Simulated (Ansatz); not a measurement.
# SnTe (F-43m) in Ansatz: further runs

The runs below take SnTe through relaxation of cell and atoms, with r2SCAN, r2SCAN+D3(BJ), r2SCAN+D3(BJ)-ATM, r2SCAN+D4, r2SCAN+rVV10.

Everything below comes from runs of Ansatz 0.2.0. Logs are shortened: lines on timing, memory, paths and dates and some standing lists are left out, and cuts for length are marked.

**1. The crystal as given**

Symmetry: F-43m, No. 216, cubic system. Conventional cell: a = 7.222 Å, b = 7.222 Å, c = 7.222 Å, α = 90.00°, β = 90.00°, γ = 90.00°. Te (site symmetry -43m) has 4 Sn at 3.13 Å as nearest neighbours. Sn (site symmetry -43m) is surrounded by 4 Te at 3.13 Å.

Measurements of this composition are mostly on another form, of space group No. 225.

**2. Relaxation of cell and atoms, r2SCAN**

File input.yaml:

```yaml
crystal:
  lattice:
    - [0.0, 3.611146, 3.611146]
    - [3.611146, 0.0, 3.611146]
    - [3.611146, 3.611146, 0.0]
  atoms:
    - { symbol: Te, position: [0.25, 0.25, 0.25] }
    - { symbol: Sn, position: [0.0, 0.0, 0.0] }
hamiltonian:
  xc: r2scan
  pseudopotentials: { kind: paw }
kpoints:
  mp_grid: { grid: [7, 7, 7] }
scf:
  occupations: { method: fermi_dirac, width: 0.05 }
output:
  forces: true
  stress: true
  eigenvalues: true
  write_density: true
  write_potential: true
  elf: true
  volumetric_format: npy
relax:
  f_tol: 0.01
  max_steps: 40
  cell: { stress_tol: 0.05 }
```

Potentials or basis: Ansatz PAW.

Run with:

```console
$ ansatz run input.yaml --threads 2 --pin off --max-ram 5632MiB --backend cpu --events-out ev --progress --plain --runs-dir out
```

The log of the run:

```text
Warning: RAYON_NUM_THREADS=2 ignored (pool sized by the plan → 2); use --threads N
Engine: ansatz 0.2.0, x86_64-unknown-linux-gnu
Pseudopotentials: kind: paw
Pseudopotential: Te, paw, valence charge 16, recommended cutoff 500 eV (meta_gga), Te.paw.azcp
Pseudopotential: Sn, paw, valence charge 14, recommended cutoff 500 eV (meta_gga), Sn.paw.azcp
Functional definition: r2SCAN
  parameter k0 = 0.174
  parameter k1 = 0.065
  parameter a1 = 4.9479
  exchange = r2scan_x(k0 = k0, k1 = k1, a1 = a1)
  correlation = r2scan_c
Crystal: 2 atoms, lattice volume = 94.181 Å³
Basis set: ecut = 500 eV, 2421 PW (Γ), exchange–correlation on 160×160×160 points (64 copies of the dense FFT grid, shifted against one another)
Bands: 19, of which v1, the nominal top of the filled ones, is band 15 counted from 1 (14 counted from 0)
Symmetry: 24 space group operations
Space group: F-43m (ITA 216), of the structure as read, at distance tolerance 4.5e-5 Å
k-points: 20 of 343 (time reversal used)
Non-local potential: Te, projectors of the file, l = 0: 2, l = 1: 2, l = 2: 2, l = 3: 2
Non-local potential: Sn, projectors of the file, l = 0: 2, l = 1: 2, l = 2: 2, l = 3: 2
PAW form: soft (Blöchl's): semilocal exchange-correlation on the pseudo side does not see the compensation charge
PAW frozen core: Te, regenerated for the run's functional (the file was generated under x = pbe(κ = 0.804, μ = 0.2195149727645171), c = pbe(β = 0.06672455060314922))
PAW frozen core: Sn, regenerated for the run's functional (the file was generated under x = pbe(κ = 0.804, μ = 0.2195149727645171), c = pbe(β = 0.06672455060314922))
PAW one-centre angular grid: Te, 590 points (default); XC on 160 Gauss nodes
PAW one-centre angular grid: Sn, 590 points (default); XC on 249 of its mesh's 2787 points in the sphere
Initial density: superposition of atomic densities (neutral atoms: chi_scale 0, normalization atom), corrected by the library's trained network
Initial wavefunctions: pseudopotential atomic-orbital guess
Functional: x = r2scan, c = r2scan; τ floored in thin density (d = 2e-4 eV/Å³)
SCF iter   1: F=—  HF=-13033.364172 eV  |F-HF|=—  |Δ(HF+E_count)|=         —  Δρ=3.98e-3  dr2=2.67e-2  dr2_τ=7.45e-4  ethr=1.77e-3  ⟨swp⟩=6.5  Hψ=2049  notcnv=0
preconditioner: auto → none  [insulator: Δε(μ)=0.451 eV  Ē_g=8.220 eV  σ=0.050 eV  W_gap=0.97  n_scr=14 (ndim 8)  ℏωp=12.1 eV  f_vac=0.196  D(μ)=0.03/eV (n_scr^D=0)  ε∞_Penn≈3.2]
SCF iter   2: F=—  HF=-13033.361988 eV  |F-HF|=—  |Δ(HF+E_count)|=   2.18e-3  Δρ=1.40e-3  dr2=2.07e-3  dr2_τ=1.36e-4  ethr=8.90e-5  ⟨swp⟩=3.5  Hψ=850  notcnv=0
SCF iter   3: F=—  HF=-13033.361783 eV  |F-HF|=—  |Δ(HF+E_count)|=   2.05e-4  Δρ=7.02e-4  dr2=5.40e-4  dr2_τ=7.84e-6  ethr=6.88e-6  ⟨swp⟩=2.0  Hψ=680  notcnv=0
SCF iter   4: F=—  HF=-13033.361875 eV  |F-HF|=—  |Δ(HF+E_count)|=   9.22e-5  Δρ=3.57e-4  dr2=9.43e-5  dr2_τ=1.96e-6  ethr=1.80e-6  ⟨swp⟩=2.2  Hψ=489  notcnv=0
[... 26 lines left out ...]
SCF iter   3: F=—  HF=-13033.365872 eV  |F-HF|=—  |Δ(HF+E_count)|=  4.89e-10  Δρ=2.67e-6  dr2=1.91e-9  dr2_τ=3.21e-10  ethr=5.81e-11  ⟨swp⟩=2.9  Hψ=701  notcnv=0
SCF iter   4: F=—  HF=-13033.365872 eV  |F-HF|=—  |Δ(HF+E_count)|=   3.55e-9  Δρ=7.47e-7  dr2=1.63e-10  dr2_τ=2.12e-11  ethr=6.35e-12  ⟨swp⟩=2.0  Hψ=480  notcnv=0
SCF iter   5: F=-13033.365872 eV  HF=-13033.365872 eV  |F-HF|=5.46e-12  |Δ(HF+E_count)|=  3.53e-10  Δρ=1.26e-7  dr2=7.28e-12  dr2_τ=5.86e-13  ethr=1.00e-12  ⟨swp⟩=7.3  Hψ=1971  notcnv=0
SCF 3 converged in 5 iterations: F = -13033.365872 eV  dr2 = 7.28e-12
relax step   3: F+E_penalty+E_count = -13033.36587245 eV  Δ(F+E_penalty+E_count) = +7.996e-5 eV  max|allowed force component| = 2.891e-16 eV/Å  Δτ_max = 0.0000 Å  P = +0.006 GPa  Ω = 92.022 Å³  stress off target by 5.53e-3 GPa  SCF on the basis re-selected at this cell (its energy is not comparable with the rows above)  (5 SCF iters)
basis re-selected at this cell: Δ(F+E_penalty+E_count) = +7.996e-5 eV, ΔP = -0.001 GPa vs the last step (what re-selecting the basis moved, of the pressure what is left beyond the Pulay correction that the steps carried, after the strain that the cell walked since its last selection, with what the two solves' SCF thresholds leave and, on support functions, any second-order correction that the steps lacked; it is no measure of the basis error at this ecutwfc). This SCF's stress stands 5.53e-3 GPa from its target on what of the cell is left free (relax.cell.stress_tol is 5.00e-2 GPa) and its largest allowed force component is 2.89e-16 eV/Å (relax.f_tol is 1.00e-2 eV/Å): within both
SCF converged after 5 iterations
Free energy (F): -13033.365872 eV
Harris-Foulkes:  -13033.365872 eV  (|F-HF|=5.46e-12)
Internal energy: -13033.364832 eV  (E = F + TS)
E sigma→0 (E₀):  -13033.365352 eV
Entropy (-TS):   -0.001040 eV (-0.520 meV/atom)
Fermi energy:    5.182411 eV
--- Per-component energies (eV) ---
  E_band       = -500.109620
  E_kinetic    = 363.724777
  E_local      = -2991.116309  (includes V_loc(G=0)·N_el)
  E_nonlocal   = -343.930527
  E_hartree    = 1710.611090
  E_xc         = -489.829539
  E_vxc        = -215.944058  (∫ρ·V_xc dr)
  E_paw        = -8840.973937  (= ΣΔE_a)
  E_vpaw       = -747.828910  (= ΣTr[D̂ρ^β])
  E_aug_tail   = -0.000037  (compensation charges beyond the density's cutoff)
  E_vtau       = 13.763247  (kinetic-family band-sum trace: ∫τ·v_τ [+ j·A + Jᵃ·Aᵃ] dr)
  E_ewald      = -2442.870527
  E_core_change = 1.020175  (= ΣΔE_core)
  E_smearing   = -0.001040  (= −TS)
  E_closure    = -0.000000  (closes the sum)
  Σ components = -13033.365872   (vs F -13033.365872, Δ=0.00e0)
--- Forces (eV/Å), atoms counted from 1 ---
  atom   1  Te     0.00000000     0.00000000    -0.00000000
  atom   2  Sn    -0.00000000     0.00000000    -0.00000000
  max |Σ_I F_I| component: 3.10e-16 eV/Å
--- Stress (GPa, compression-positive) ---
        0.005535      -0.000000      -0.000000
       -0.000000       0.005535       0.000000
       -0.000000      -0.000000       0.005535
  P = ⅓ Tr σ = 0.0055 GPa (0.055 kbar)
--- Band table (eV; the first three rows and the last of 20) ---
  k-point 0: bands = ["-32.4767", "-32.4767", "-32.4767", "-32.4730", "-32.4730", "-17.4682", "-17.4682", "-17.4682", "-17.4565", "-17.4565", "-7.0405", "-0.0021", "2.9579", "2.9579", "2.9579", "6.2070", "6.2070", "6.2070", "9.4324"]
  k-point 1: bands = ["-32.4767", "-32.4767", "-32.4767", "-32.4730", "-32.4730", "-17.4685", "-17.4678", "-17.4678", "-17.4565", "-17.4565", "-6.9442", "-0.5153", "2.8266", "2.8266", "3.1319", "6.4029", "6.4290", "6.4290", "10.0647"]
  k-point 2: bands = ["-32.4767", "-32.4767", "-32.4767", "-32.4730", "-32.4730", "-17.4692", "-17.4671", "-17.4671", "-17.4565", "-17.4565", "-6.6998", "-1.4423", "2.5798", "2.5798", "3.1544", "6.8274", "6.8274", "7.3284", "10.7971"]
  k-point 19: bands = ["-32.4767", "-32.4766", "-32.4766", "-32.4730", "-32.4729", "-17.4713", "-17.4657", "-17.4647", "-17.4570", "-17.4561", "-6.1896", "-2.5410", "1.3021", "1.7290", "4.9739", "6.6949", "7.6728", "8.4966", "10.4072"]
--- Relaxed structure (2 steps of the walk, 2 accepted, 1 SCFs on fresh bases) ---
  F+E_penalty+E_count = -13033.36587245 eV   max|allowed force component| = 2.891e-16 eV/Å   (the final SCF, on the basis selected at the relaxed cell)
  cell:  # Å, volume = 92.0225 Å³
    - [-7.96151880139936e-34, 3.5833394717658487, 3.5833394717658487]
    - [3.5833394717658487, -2.1209486086927892e-33, 3.5833394717658487]
    - [3.5833394717658487, 3.5833394717658487, -2.7515008977636187e-33]
  atoms:
    - { symbol: Te, position: [0.24999999999999997, 0.24999999999999997, 0.24999999999999997] }
    - { symbol: Sn, position: [1.1622134184394237e-33, -1.4288780651176852e-33, -1.1311025429936264e-33] }
```

v_z.tsv:

```text
# z_ang	v_es[eV]	v_tot[eV]
# format = ansatz-planar-average/11
# xc	r2scan
# density_cutoff_ev	2000
# datasets	Te=:simpson_from_first_knot:soft:shift=0	Sn=:simpson_from_first_knot:soft:shift=0
# lattice	-0.000000000	3.583339472	3.583339472
# lattice	3.583339472	-0.000000000	3.583339472
# lattice	3.583339472	3.583339472	-0.000000000
# sites	2
# site	52	1.791669736	1.791669736	1.791669736
# site	50	-0.000000000	0.000000000	-0.000000000
0.000000	4.461031e0	-6.555054e0
0.126690	3.795649e0	-7.458825e0
0.253380	2.968959e0	-8.380561e0
0.380071	2.215601e0	-9.095184e0
0.506761	1.747932e0	-9.419517e0
0.633451	1.701052e0	-9.296091e0
[... 32 lines left out ...]
4.814227	4.865074e0	-5.250809e0
4.940917	4.810224e0	-5.818383e0
```

Run time: 11 s. Hardware: 2 threads of Intel Xeon Platinum 8488C (Sapphire Rapids), shared host; peak memory 0.68 GiB.

What came out:

| Item | Value |
| --- | --- |
| Free energy | -13033.3659 eV |
| Relaxed volume | 46.01 Å³/atom |
| Relaxed cell | a = 5.068 Å, b = 5.068 Å, c = 5.068 Å, α = 60.00°, β = 60.00°, γ = 60.00° |
| Space group after relaxing (to 0.05 Å) | F-43m (No. 216) |
| Energy gained by relaxing | 2.0 meV/atom |
| Ionic steps | 3 |
| Pressure after relaxing | 0.0 GPa |
| Band gap on the k mesh | 0.34 eV, indirect (least direct gap 0.90 eV) |

The path:
```tsv
step	energy change (eV)	largest force (eV/Å)	volume (Å³)
1	0.0000	0.0000	94.18
2	-0.0041	0.0000	92.02
3	-0.0040	0.0000	92.02
```

Final structure:
```
CELL_PARAMETERS angstrom
0.00000 3.58334 3.58334
3.58334 0.00000 3.58334
3.58334 3.58334 0.00000
ATOMIC_POSITIONS crystal
Te 0.25000 0.25000 0.25000
Sn 0.00000 0.00000 0.00000
```

Caveat: odd divisions of the mesh miss points on the zone boundary, where band edges often lie, so the gap on the mesh can be too wide; the plane-wave basis is chosen anew once the cell has moved, so the energies of steps on either side of that aren't comparable; spin-orbit coupling is left out, which moves the levels of the heavy elements; the PAW data sets come from PBE, with cores solved anew for the run's functional, which leaves a small shift of forces and pressure. A k mesh can miss the band edges.

**3. Relaxation of cell and atoms, r2SCAN+D3(BJ)**

Changes to input.yaml since step 2:

```diff
@@ -11,2 +11,3 @@
   pseudopotentials: { kind: paw }
+  dispersion: d3bj
 kpoints:
```

Potentials or basis: Ansatz PAW.

Run with:

```console
$ ansatz run input.yaml --threads 2 --pin off --max-ram 5632MiB --backend cpu --events-out ev --progress --plain --runs-dir out
```

Wall time 17 s (2 threads of Intel Xeon Platinum 8488C (Sapphire Rapids), shared host); peak memory 0.68 GiB.

Results (log left out):

```
Free energy                            : -13033.6465 eV
Relaxed volume                         : 45.41 Å³/atom
Relaxed cell                           : a = 5.046 Å, b = 5.046 Å, c = 5.046 Å, α = 60.00°, β = 60.00°, γ = 60.00°
Space group after relaxing (to 0.05 Å) : F-43m (No. 216)
Energy gained by relaxing              : 5.6 meV/atom
Ionic steps                            : 4
Pressure after relaxing                : 0.0 GPa
Band gap on the k mesh                 : 0.31 eV, indirect (least direct gap 0.89 eV)
```

The path:
| step | energy change (eV) | largest force (eV/Å) | volume (Å³) |
| --- | --- | --- | --- |
| 1 | 0.0000 | 0.0000 | 94.18 |
| 2 | -0.0112 | 0.0000 | 90.48 |
| 3 | -0.0113 | 0.0000 | 90.82 |
| 4 | -0.0111 | 0.0000 | 90.82 |

Final structure:
```
Te Sn
1.0
     0.00000    3.56773    3.56773
     3.56773    0.00000    3.56773
     3.56773    3.56773    0.00000
Te Sn
1 1
Direct
  0.25000 0.25000 0.25000
  0.00000 0.00000 0.00000
```

Levels at points of the mesh, in eV from the valence-band top:
```csv
k point,band 11,band 12,band 13,band 14,band 15,band 16,band 17,band 18,band 19
"(0.00, 0.00, 0.00)",-12.10,-4.95,-2.06,-2.06,-2.06,1.21,1.21,1.21,4.45
```

Caveat: odd divisions of the mesh miss points on the zone boundary, where band edges often lie, so the gap on the mesh can be too wide; the plane-wave basis is chosen anew once the cell has moved, so the energies of steps on either side of that aren't comparable; spin-orbit coupling is left out, which moves the levels of the heavy elements; the PAW data sets come from PBE, with cores solved anew for the run's functional, which leaves a small shift of forces and pressure; the dispersion damping was fitted for another functional or another form of the correction.

**4. Relaxation of cell and atoms, r2SCAN+D3(BJ)-ATM**

Changes to input.yaml since step 3:

```diff
@@ -11,3 +11,3 @@
   pseudopotentials: { kind: paw }
-  dispersion: d3bj
+  dispersion: d3bjatm
 kpoints:
@@ -20,6 +20,2 @@
   eigenvalues: true
-  write_density: true
-  write_potential: true
-  elf: true
-  volumetric_format: npy
 relax:
```

Run with:

```console
$ ansatz run input.yaml --threads 2 --pin off --max-ram 5632MiB --backend cpu --events-out ev --progress --plain --runs-dir out
```

Wall time 16 s (2 threads of Intel Xeon Platinum 8488C (Sapphire Rapids), shared host); peak memory 0.68 GiB.

Results (log left out):

| Quantity | Value |
| --- | --- |
| Free energy | -13033.6264 eV |
| Relaxed volume | 45.50 Å³/atom |
| Relaxed cell | a = 5.049 Å, b = 5.049 Å, c = 5.049 Å, α = 60.00°, β = 60.00°, γ = 60.00° |
| Space group after relaxing (to 0.05 Å) | F-43m (No. 216) |
| Energy gained by relaxing | 4.9 meV/atom |
| Ionic steps | 4 |
| Pressure after relaxing | 0.0 GPa |
| Band gap on the k mesh | 0.32 eV, indirect (least direct gap 0.89 eV) |

Step by step:
| step | energy change (eV) | largest force (eV/Å) | volume (Å³) |
| --- | --- | --- | --- |
| 1 | 0.0000 | 0.0000 | 94.18 |
| 2 | -0.0099 | 0.0000 | 90.70 |
| 3 | -0.0100 | 0.0000 | 90.99 |
| 4 | -0.0099 | 0.0000 | 90.99 |

Final structure:
```xyz
2
Lattice="0.0000 3.5699 3.5699 3.5699 0.0000 3.5699 3.5699 3.5699 0.0000" Properties=species:S:1:pos:R:3 pbc="T T T"
Te    1.7850    1.7850    1.7850
Sn    0.0000    0.0000    0.0000
```

Levels at points of the mesh, in eV from the valence-band top:
```csv
k point,band 11,band 12,band 13,band 14,band 15,band 16,band 17,band 18,band 19
"(0.00, 0.00, 0.00)",-12.09,-4.95,-2.06,-2.06,-2.06,1.21,1.21,1.21,4.45
```

Caveat: odd divisions of the mesh miss points on the zone boundary, where band edges often lie, so the gap on the mesh can be too wide; the plane-wave basis is chosen anew once the cell has moved, so the energies of steps on either side of that aren't comparable; spin-orbit coupling is left out, which moves the levels of the heavy elements; the PAW data sets come from PBE, with cores solved anew for the run's functional, which leaves a small shift of forces and pressure. A k mesh can miss the band edges.

**5. Relaxation of cell and atoms, r2SCAN+D4**

Changes to input.yaml since step 4:

```diff
@@ -11,3 +11,3 @@
   pseudopotentials: { kind: paw }
-  dispersion: d3bjatm
+  dispersion: d4
 kpoints:
```

Run with:

```console
$ ansatz run input.yaml --threads 2 --pin off --max-ram 5632MiB --backend cpu --events-out ev --progress --plain --runs-dir out
```

Wall time 14 s (2 threads of Intel Xeon Platinum 8488C (Sapphire Rapids), shared host); peak memory 0.68 GiB.

The run converged. Its results:

| Quantity | Value |
| --- | --- |
| Free energy | -13033.5916 eV |
| Relaxed volume | 45.47 Å³/atom |
| Relaxed cell | a = 5.048 Å, b = 5.048 Å, c = 5.048 Å, α = 60.00°, β = 60.00°, γ = 60.00° |
| Space group after relaxing (to 0.05 Å) | F-43m (No. 216) |
| Energy gained by relaxing | 4.9 meV/atom |
| Ionic steps | 4 |
| Pressure after relaxing | 0.0 GPa |
| Band gap on the k mesh | 0.31 eV, indirect (least direct gap 0.89 eV) |

Step by step:
| step | energy change (eV) | largest force (eV/Å) | volume (Å³) |
| --- | --- | --- | --- |
| 1 | 0.0000 | 0.0000 | 94.18 |
| 2 | -0.0099 | 0.0000 | 90.75 |
| 3 | -0.0100 | 0.0000 | 90.94 |
| 4 | -0.0098 | 0.0000 | 90.94 |

Final structure:
```xyz
2
Lattice="0.0000 3.5692 3.5692 3.5692 0.0000 3.5692 3.5692 3.5692 0.0000" Properties=species:S:1:pos:R:3 pbc="T T T"
Te    1.7846    1.7846    1.7846
Sn    0.0000    0.0000    0.0000
```

Levels at points of the mesh, in eV from the valence-band top:
```tsv
k point	band 12	band 13	band 14	band 15	band 16	band 17	band 18	band 19
(0.00, 0.00, 0.00)	-4.95	-2.06	-2.06	-2.06	1.21	1.21	1.21	4.45
```

Caveat: odd divisions of the mesh miss points on the zone boundary, where band edges often lie, so the gap on the mesh can be too wide; the plane-wave basis is chosen anew once the cell has moved, so the energies of steps on either side of that aren't comparable; spin-orbit coupling is left out, which moves the levels of the heavy elements; the PAW data sets come from PBE, with cores solved anew for the run's functional, which leaves a small shift of forces and pressure.

(Continued in part 2 of 2.)
